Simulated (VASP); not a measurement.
# Ga3Sb (P6/mmm) in VASP: relaxation of cell and atoms with PBE

Aim: the relaxation of cell and atoms of Ga3Sb with PBE.

All numbers are computed with VASP 6.6.1; they aren't measurements. Logs are shortened: lines on timing, memory, paths and dates and some standing lists are left out, and cuts for length are marked.

**1. The crystal as given**

Symmetry: P6/mmm, No. 191, hexagonal system. The conventional cell has a = 6.169 Å, b = 6.169 Å, c = 3.164 Å, α = 90.00°, β = 90.00°, γ = 120.00°. Ga (site symmetry mmm) has 6 Ga at 3.08 to 3.16 Å and 4 Sb at 3.47 Å as nearest neighbours. Sb (site symmetry 6/mmm) has 2 Sb at 3.16 Å and 12 Ga at 3.47 Å as nearest neighbours.

The cell was built by a generator and needn't be a form met in nature.

**2. Relaxation of cell and atoms, PBE**

INCAR reads:

```
PREC     = Normal         # precision mode
ENCUT    = 520            # plane-wave cutoff, eV
EDIFF    = 1E-4           # SCF threshold, eV
ISMEAR   = 0              # smearing method
SIGMA    = 0.15           # smearing width, eV
LREAL    = F              # projectors in reciprocal space
LASPH    = T              # aspherical terms in the spheres
NELM     = 60             # most SCF steps
ALGO     = Fast           # electronic algorithm
ISIF     = 3              # what is computed and relaxed
LWAVE    = F              # write WAVECAR
LCHARG   = F              # write CHGCAR
GGA      = PE             # functional
IBRION   = 2              # ionic algorithm
NSW      = 24             # ionic steps
EDIFFG   = -0.08          # ionic threshold
```

KPOINTS reads:

```
Automatic mesh
0
Gamma
  4 4 7
```

POSCAR reads:

```
Ga3Sb
1.0
    6.1685884800      0.0000000000      0.0000000000
   -3.0842942400      5.3421543300      0.0000000000
    0.0000000000      0.0000000000      3.1639382400
Ga Sb
3 1
Direct
    0.5000000000      0.0000000000      0.0000000000
    0.0000000000      0.5000000000      0.0000000000
    0.5000000000      0.5000000000      0.0000000000
    0.0000000000      0.0000000000      0.5000000000
```

Potentials or basis: VASP PAW PBE potentials, release 64 (Ga_d, Sb).

On the command line:

```console
cat potpaw_PBE.64/Ga_d/POTCAR potpaw_PBE.64/Sb/POTCAR > POTCAR
mpirun -np 1 vasp_std > vasp.out
```

OUTCAR:

```text
PREC = Normal
   ENCUT = 520
   EDIFF = 1E-4
   ISMEAR = 0
   LREAL = F
   LASPH = T
   NELM = 60
   ISIF = 3
   GGA = PE
   IBRION = 2
   NSW = 24
   EDIFFG = -0.08

 ion  position               nearest neighbor table
   1  0.500  0.000  0.000-
   2  0.000  0.500  0.000-
   3  0.500  0.500  0.000-
   4  0.000  0.000  0.500-

  LATTYP: Found a hexagonal cell.
 ALAT       =     6.1685884800
 C/A-ratio  =     0.5129112195

  Lattice vectors:

 A1 = (   6.1685884800,   0.0000000000,   0.0000000000)
 A2 = (  -3.0842942400,   5.3421543300,   0.0000000000)
 A3 = (   0.0000000000,   0.0000000000,   3.1639382400)

Analysis of symmetry for initial positions (statically):
=====================================================================
 Subroutine PRICEL returns:
 Original cell was already a primitive cell.

 Routine SETGRP: Setting up the symmetry group for a
 hexagonal supercell.

 Subroutine GETGRP returns: Found 24 space group operations
 (whereof 24 operations were pure point group operations)
 out of a pool of 24 trial point group operations.

The static configuration has the point symmetry D_6h.

Analysis of symmetry for dynamics (positions and initial velocities):
=====================================================================
 Subroutine PRICEL returns:
 Original cell was already a primitive cell.

 Routine SETGRP: Setting up the symmetry group for a
 hexagonal supercell.

 Subroutine GETGRP returns: Found 24 space group operations
 (whereof 24 operations were pure point group operations)
 out of a pool of 24 trial point group operations.

The dynamic configuration has the point symmetry D_6h.

 Subroutine INISYM returns: Found 24 space group operations
 (whereof 24 operations are pure point group operations),
 and found     1 'primitive' translations

----------------------------------------------------------------------------------------

                                     Primitive cell

  volume of cell :     104.2630

  direct lattice vectors                    reciprocal lattice vectors
     6.168588480  0.000000000  0.000000000     0.162111641  0.093595199  0.000000000
    -3.084294240  5.342154330  0.000000000     0.000000000  0.187190399  0.000000000
     0.000000000  0.000000000  3.163938240     0.000000000  0.000000000  0.316061795

  length of vectors
     6.168588480  6.168588481  3.163938240     0.187190399  0.187190399  0.316061795

  position of ions in fractional coordinates (direct lattice)
     0.500000000  0.000000000  0.000000000
     1.000000000  0.500000000  0.000000000
     0.500000000  0.500000000  0.000000000
     0.000000000  0.000000000  0.500000000

  ion indices of the primitive-cell ions
   primitive index   ion index
                 1           1
                 2           2
                 3           3
                 4           4

----------------------------------------------------------------------------------------

 KPOINTS: Automatic mesh

Automatic generation of k-mesh.
 Grid dimensions read from file:
 generate k-points for:    4    4    7

 Generating k-lattice:

  Cartesian coordinates                     Fractional coordinates (reciprocal lattice)
     0.040527910  0.023398800  0.000000000     0.250000000 -0.000000000  0.000000000
     0.000000000  0.046797600  0.000000000     0.000000000  0.250000000  0.000000000
     0.000000000  0.000000000  0.045151685     0.000000000  0.000000000  0.142857143

  Length of vectors
     0.046797600  0.046797600  0.045151685

  Shift w.r.t. Gamma in fractional coordinates (k-lattice)
     0.000000000  0.000000000  0.000000000

 Subroutine IBZKPT returns following result:
 ===========================================

 Found     16 irreducible k-points:

 Following reciprocal coordinates:
            Coordinates               Weight
  0.000000  0.000000  0.000000      1.000000
  0.250000  0.000000  0.000000      6.000000
  0.500000  0.000000  0.000000      3.000000
  0.250000  0.250000  0.000000      6.000000
  0.000000  0.000000  0.142857      2.000000
  0.250000  0.000000  0.142857     12.000000
[... 8 lines left out ...]
  0.500000  0.000000  0.428571      6.000000
  0.250000  0.250000  0.428571     12.000000
   k-points           NKPTS =     16   k-points in BZ     NKDIM =     16   number of bands    NBANDS=     26
   number of dos      NEDOS =    301   number of ions     NIONS =      4
   total plane-waves  NPLWV =  23328
   dimension x,y,z NGX =    36 NGY =   36 NGZ =   18
   dimension x,y,z NGXF=    72 NGYF=   72 NGZF=   36
   ions per type =               3   1
   NGX,Y,Z   is equivalent  to a cutoff of   9.70,  9.70,  9.46 a.u.
   NGXF,Y,Z  is equivalent  to a cutoff of  19.40, 19.40, 18.92 a.u.
 SYSTEM =  unknown system
   PREC   = normal    normal or accurate (medium, high low for compatibility)
   ISTART =      0    job   : 0-new  1-cont  2-samecut
   ICHARG =      2    charge: 1-file 2-atom 10-const
   ISPIN  =      1    spin polarized calculation?
   LNONCOLLINEAR =      F non collinear calculations
   LSORBIT =      F    spin-orbit coupling
   LASPH  =      T    aspherical Exc in radial PAW
   ENCUT  =  520.0 eV  38.22 Ry    6.18 a.u.  11.47 11.47  5.88*2*pi/ulx,y,z
   NELM   =     60;   NELMIN=  2; NELMDL= -5     # of ELM steps
   EDIFF  = 0.1E-03   stopping-criterion for ELM
   LREAL  =      F    real-space projection
   EDIFFG = -.8E-01   stopping-criterion for IOM
   NSW    =     24    number of steps for IOM
   IBRION =      2    ionic relax: 0-MD 1-quasi-New 2-CG
   NFREE  =      1    steps in history (QN), initial steepest desc. (CG)
   ISIF   =      3    stress and relaxation
   ISYM   =      2    0-nonsym 1-usesym 2-fastsym
   POTIM  = 0.5000    time-step for ionic-motion
   TEBEG  =    0.0;   TEEND  =   0.0 temperature during run
   PSTRESS=    0.0 pullay stress
   NELECT =      44.0000    total number of electrons
   NUPDOWN=      -1.0000    fix difference up-down
   EMIN   =  10.00;   EMAX   =-10.00  energy-range for DOS
   EFERMI =   0.00;   METHOD = LEGACY
   ISMEAR =     0;   SIGMA  =   0.15  broadening in eV -4-tet -1-fermi 0-gaus
   EFERMI_NEDOS =   21; number of points for ismear=-14 and -15
   IALGO  =     68    algorithm
   IMIX   =      4    mixing-type and parameters
     AMIX     =   0.40;   BMIX     =  1.00
     AMIX_MAG =   1.60;   BMIX_MAG =  1.00
  volume/ion in A,a.u.               =      26.07       175.90
  Fermi-wavevector in a.u.,A,eV,Ry     =   1.227955  2.320498 20.515851  1.507873
  Thomas-Fermi vector in A             =   2.362898
   LORBIT       =      0    0 simple, 1 ext, 2 COOP (PROOUT), +10 PAW based schemes
   GGA     = PE    functional components
   LHFCALC =     F    Hartree Fock is set to
   AEXX    =    0.0000 exact exchange contribution
   IVDW    =     0    specifies the selected vdW correction
   LEPSILON=     F    determine dielectric tensor
   LRPA    =     F    only Hartree local field effects (RPA)
 conjugate gradient relaxation of ions
 non-spin polarized calculation
 RMM-DIIS sequential band-by-band and
 Gauss-broadening in eV      SIGMA  =   0.15
  energy-cutoff  :      520.00
  volume of cell :      104.26
 maximum number of plane-waves:      2850
   NGX = 23   NGY = 23   NGZ = 11

--------------------------------------- Ionic step        1  -------------------------------------------

 number of electron      43.9999896 magnetization

 Free energy of the ion-electron system (eV)
  ---------------------------------------------------
  ext. energy  EPLUGINS =         0.00000000
  ---------------------------------------------------
  free energy    TOTEN  =       -12.26473794 eV

  energy without entropy =      -12.24568435  energy(sigma->0) =      -12.25521115

 E-fermi :   4.3023     XC(G=0):  -9.7077

 val. band max:        4.2034085409   @ k =   0.5000   0.0000   0.0000
 cond. band min:       4.3838227513   @ k =   0.5000   0.0000   0.1429
 fundamental gap:      0.1804142104
 Fermi energy:         4.3023328230

 k-point     1 :       0.0000    0.0000    0.0000
  band No.  band energies     occupation
      1     -10.5280      2.00000
      2     -10.4997      2.00000
      3     -10.4997      2.00000
      4     -10.4801      2.00000
      5     -10.4240      2.00000
      6     -10.4240      2.00000
[... 18 lines left out ...]
     25       8.8284      0.00000
     26      10.0767      0.00000
[... 493 lines left out ...]
 POSITION                                       TOTAL-FORCE (eV/Angst)
 -----------------------------------------------------------------------------------
      2.96408      0.00000      0.00000        -0.000000      0.000000      0.000000
     -1.48204      2.56697      0.00000         0.000000      0.000000      0.000000
      1.48204      2.56697      0.00000         0.000000     -0.000000      0.000000
      0.00000      0.00000      1.52863         0.000000      0.000000      0.000000
 -----------------------------------------------------------------------------------
    total drift:                                0.000000      0.000000     -0.000000

  FREE ENERGIE OF THE ION-ELECTRON SYSTEM (eV)
  ---------------------------------------------------
  free  energy   TOTEN  =       -12.4850182276 eV

  energy  without entropy=      -12.4699640334  energy(sigma->0) =      -12.47749113

--------------------------------------- Ionic step        3  -------------------------------------------

 number of electron      44.0000042 magnetization

 Free energy of the ion-electron system (eV)
  ---------------------------------------------------
  ext. energy  EPLUGINS =         0.00000000
  ---------------------------------------------------
  free energy    TOTEN  =       -12.49925210 eV

  energy without entropy =      -12.48508970  energy(sigma->0) =      -12.49217090

 E-fermi :   5.7295     XC(G=0): -10.3800

 val. band max:        5.5107021572   @ k =   0.5000   0.0000   0.0000
 cond. band min:       5.7315656068   @ k =   0.5000   0.0000   0.1429
 fundamental gap:      0.2208634495
 Fermi energy:         5.7294866436

 k-point     1 :       0.0000    0.0000    0.0000
  band No.  band energies     occupation
      1      -9.2643      2.00000
      2      -9.2230      2.00000
      3      -9.2230      2.00000
      4      -9.2095      2.00000
      5      -9.1128      2.00000
      6      -9.1128      2.00000
[... 18 lines left out ...]
     25      10.8753      0.00000
     26      11.9586      0.00000
[... 455 lines left out ...]
 POSITION                                       TOTAL-FORCE (eV/Angst)
 -----------------------------------------------------------------------------------
      2.92969      0.00000      0.00000         0.000000      0.000000      0.000000
     -1.46484      2.53718      0.00000        -0.000000      0.000000      0.000000
      1.46484      2.53718      0.00000        -0.000000     -0.000000      0.000000
      0.00000      0.00000      1.51337        -0.000000      0.000000      0.000000
 -----------------------------------------------------------------------------------
    total drift:                                0.000000      0.000000     -0.000000

  FREE ENERGIE OF THE ION-ELECTRON SYSTEM (eV)
  ---------------------------------------------------
  free  energy   TOTEN  =       -12.4992521028 eV

  energy  without entropy=      -12.4850897046  energy(sigma->0) =      -12.49217090

 reached required accuracy - stopping structural energy minimisation
```

Wall time 33 s (1 thread of AMD EPYC 9R14 (Zen 4), shared host); peak memory 0.15 GiB.

What came out:

- Free energy: -12.4993 eV
- Relaxed volume: 22.50 Å³/atom
- Relaxed cell: a = 5.859 Å, b = 5.859 Å, c = 3.027 Å, α = 90.00°, β = 90.00°, γ = 120.00°
- Space group after relaxing (to 0.05 Å): P6/mmm (No. 191)
- Energy gained by relaxing: 58.6 meV/atom
- Ionic steps: 3
- Pressure after relaxing: -0.2 GPa
- Band gap on the k mesh: none (metal or under the smearing width)

Step by step:
```tsv
step	energy change (eV)	largest force (eV/Å)	pressure (GPa)	volume (Å³)
1	0.0000	0.0000	-4.74	104.26
2	-0.2203	0.0000	-1.29	93.05
3	-0.2345	0.0000	-0.16	89.99
```

Final structure:
```
Ga Sb
1.0
     5.85938    0.00000    0.00000
    -2.92969    5.07437    0.00000
     0.00000    0.00000    3.02674
Ga Sb
3 1
Cartesian
  2.9297 0.0000 0.0000
  -1.4648 2.5372 0.0000
  1.4648 2.5372 0.0000
  0.0000 0.0000 1.5134
```

Caveat: the relaxation stopped at a loose force limit of 0.08 eV/Å, so its end isn't a converged minimum. Spin-orbit coupling is left out, which matters for the levels of Sb.
